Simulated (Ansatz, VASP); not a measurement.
**Sb in VASP and in Ansatz**

File INCAR:

```
SYSTEM = Sb
PREC     = Accurate       ! precision mode
ENCUT    = 520            ! plane-wave cutoff, eV
EDIFF    = 1E-6           ! SCF threshold, eV
ISMEAR   = 0              ! smearing method
SIGMA    = 0.1            ! smearing width, eV
LREAL    = .FALSE.        ! projectors in reciprocal space
LASPH    = .TRUE.         ! aspherical terms in the spheres
NELM     = 100            ! most SCF steps
ALGO     = Normal         ! electronic algorithm
ISIF     = 2              ! what is computed and relaxed
LWAVE    = .FALSE.        ! write WAVECAR
LCHARG   = .TRUE.         ! write CHGCAR
GGA      = PE             ! functional
LELF     = .TRUE.         ! ELF
LVHAR    = .TRUE.       
NBANDS   = 14             ! bands
```

KPOINTS

```
Automatic mesh
0
G
  6 6 4
  0 0 0
```

Contents of POSCAR:

```
Sb
1.0
    4.5328894119      0.0000000000      0.0000000000
   -2.2664447060      3.9255973833      0.0000000000
    0.0000000000      0.0000000000      5.1427147757
Sb
3
Direct
    0.2254000000      0.0000000000      0.3333333333
    0.0000000000      0.2254000000      0.6666666667
    0.7746000000      0.7746000000      0.0000000000
```

Input for Ansatz:

```yaml
crystal:
  lattice:
    - [4.5328894119, 0.0, 0.0]
    - [-2.266444706, 3.9255973833, 0.0]
    - [0.0, 0.0, 5.1427147757]
  atoms:
    - { symbol: Sb, position: [0.2254, 0.0, 0.3333333333] }
    - { symbol: Sb, position: [0.0, 0.2254, 0.6666666667] }
    - { symbol: Sb, position: [0.7746, 0.7746, 0.0] }
basis:
  ecutwfc: 420
kpoints:
  mp_grid: { grid: [6, 6, 4] }
hamiltonian:
  xc: pbe
scf:
  occupations: { method: gaussian, width: 0.1 }
  lower_state_search: "off"
output:
  forces: true
  stress: true
  eigenvalues: true
```

Alike in both runs: task single point; functional PBE; k mesh 6 × 6 × 4; occupations gaussian, width 0.1 eV; no spin polarisation.

```csv
,VASP,Ansatz
version,VASP 6.6.1,Ansatz 0.2.0
potentials or method,"VASP PAW PBE potentials, release 64 (Sb)","scalar-relativistic, plane waves, PAW"
plane-wave cutoff (eV),520,420
valence electrons in the cell,15,45
```

VASP gave:

* gap on the k mesh at the Fermi level (eV): none
* pressure (GPa): 19.5
* largest component of the traceless stress (GPa): 10.20
* rms of the force components (eV/Å): 3.284

**Question.** Estimate Ansatz's values.

**Answer.** gap on the k mesh at the Fermi level (eV): none; pressure (GPa): 18.9; largest component of the traceless stress (GPa): 9.82; rms of the force components (eV/Å): 3.190.

Atom by atom the forces differ by 0.094 eV/Å (rms over components). A gap of «none» marks a metal or a gap that the smearing closes. The functional is the same, so the differences come from potentials, cutoffs and numerics. The two sets of potentials don't hold the same shells in valence.

Caveats: so large a pressure means that the cell lies far from this level's equilibrium, or that cutoff or potentials fall short (VASP); forces of over 1 eV/Å show positions far from the minimum, so gaps and moduli don't describe the material at rest. The runs have no spin-orbit coupling, so splittings on Sb are missing.
